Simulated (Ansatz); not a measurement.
# MoP: a sweep of LAPW's basis error target

Aim: hold MoP and all else fixed and vary LAPW's basis error target, to see how far energy and properties move.

Computed with Ansatz 0.2.0 (DFT, PBE, all-electron LAPW, scalar-relativistic, unless a step's input says otherwise).

2 further runs of the same task are left out: 2 that didn't finish. Runs told in other sessions of the task aren't counted.

## 1. The system as given

The structure is hexagonal, space group P-6m2 (No. 187). Conventional cell: a = 3.223 Å, b = 3.223 Å, c = 3.191 Å, α = 90.00°, β = 90.00°, γ = 120.00°. Around Mo (site symmetry -6m2) lie 6 P at 2.45 Å. P (site symmetry -6m2) is surrounded by 6 Mo at 2.45 Å.

Coordinates:

```
CELL_PARAMETERS angstrom
3.22300 0.00000 0.00000
-1.61150 2.79120 0.00000
0.00000 0.00000 3.19100
ATOMIC_POSITIONS crystal
Mo 0.00000 0.00000 0.00000
P 0.33333 0.66667 0.50000
```

The cell comes from a crystallographic database entry that wasn't checked; take it as a given geometry, which may be far from equilibrium.

Atoms are numbered in the order of the input: Mo1, P2.

## 2. With basis error target 0.03 eV/atom

Input file input.yaml:

```yaml
crystal:
  lattice:
    - [3.2230000535, 0.0, 0.0]
    - [-1.6115000268, 2.7911999227, 0.0]
    - [0.0, 0.0, 3.191]
  atoms:
    - { symbol: Mo, position: [0.0, 0.0, 0.0] }
    - { symbol: P, position: [0.3333333333, 0.6666666667, 0.5] }
kpoints:
  mp_grid: { grid: [15, 15, 13] }
scf:
  occupations: { method: fermi_dirac, width: 0.08 }
hamiltonian:
  xc: pbe
  pseudopotentials: { kind: all_electron, lapw: { basis_error: 0.03 } }
output:
  forces: true
  stress: true
  eigenvalues: true
```

Run with:

```console
$ ansatz run input.yaml --threads 1 --pin off --max-ram 2048MiB --backend cpu --events-out ev --progress --plain --runs-dir out
```

## 3. With basis error target 0.01 eV/atom

Edit input.yaml of step 2 so:

```diff
@@ -14,3 +14,3 @@
   xc: pbe
-  pseudopotentials: { kind: all_electron, lapw: { basis_error: 0.03 } }
+  pseudopotentials: { kind: all_electron, lapw: { basis_error: 0.01 } }
 output:
```

## 4. With basis error target 0.003 eV/atom

Edit input.yaml of step 3 so:

```diff
@@ -14,3 +14,3 @@
   xc: pbe
-  pseudopotentials: { kind: all_electron, lapw: { basis_error: 0.01 } }
+  pseudopotentials: { kind: all_electron, lapw: { basis_error: 0.003 } }
 output:
```

## 5. With basis error target 0.0001 eV/atom

Edit input.yaml of step 4 so:

```diff
@@ -14,3 +14,3 @@
   xc: pbe
-  pseudopotentials: { kind: all_electron, lapw: { basis_error: 0.003 } }
+  pseudopotentials: { kind: all_electron, lapw: { basis_error: 0.0001 } }
 output:
```

(Steps that only read results are left out.)

Q: Predict the outcome of this session. Wanted: energy error of the loosest run; pressure, lowest to highest.

The runs gave:

| quantity | value |
| --- | --- |
| energy error of the loosest run (LAPW) | 9.0 meV/atom |
| within 1 meV/atom from | basis error target 0.003 |
| pressure, lowest to highest (LAPW) | 2.77 to 2.90 GPa |

What this shows: At the loosest setting in the table the energy misses the tightest run by 9.0 meV/atom; from basis error target 0.003 on, all lie within 1 meV/atom of it. The energy falls at every step, as a growing basis should make it. The pressure spans 0.13 GPa (LAPW). The tightest run took 95 s against 26 s for the loosest.
